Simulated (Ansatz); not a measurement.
# BP: the cost of one run

Program: Ansatz 0.2.0. Level of theory: DFT PBE, scalar-relativistic, plane waves, PAW. These are calculated values, not measurements.

1 further run of the same task is left out (set aside as unsound or not needed).

### Step 1. The starting structure

The structure is cubic, space group F-43m (No. 216). Conventional cell: a = 4.538 Å, b = 4.538 Å, c = 4.538 Å, α = 90.00°, β = 90.00°, γ = 90.00°. Around B (site symmetry -43m) lie 4 P at 1.97 Å. Around P (site symmetry -43m) lie 4 B at 1.97 Å.

Structure file:

```
B P
1.0
     0.00000    2.26900    2.26900
     2.26900    0.00000    2.26900
     2.26900    2.26900    0.00000
B P
1 1
Direct
  0.00000 0.00000 0.00000
  0.75000 0.75000 0.75000
```

The structure comes from the Crystallography Open Database.

### Step 2. A change within a subgroup

The change: strain xx, yy, zz, yz, xz, xy = -1.2, +4.8, +4.8, +0.0, +0.0, +0.0 %.

The input, input.yaml:

```yaml
crystal:
  lattice:
    - [0.0, 2.37861539, 2.37861539]
    - [2.24247539, 0.0, 2.37861539]
    - [2.24247539, 2.37861539, 0.0]
  atoms:
    - { symbol: B, position: [0.0, 0.0, 0.0] }
    - { symbol: P, position: [0.75, 0.75, 0.75] }
basis:
  ecutwfc: 420
kpoints:
  mp_grid: { grid: [10, 10, 10] }
hamiltonian:
  xc: pbe
scf:
  occupations: { method: gaussian, width: 0.02 }
output:
  forces: true
  stress: true
  eigenvalues: true
```

On the command line:

```bash
$ ansatz run input.yaml --threads 1 --pin off --max-ram 1331MiB --backend cpu --events-out ev --progress --plain --runs-dir out
```

Q: Estimate wall time and peak memory on 1 thread of an x86-64 CPU, shared host.

About 1.8 s, with a peak of 0.35 GiB.
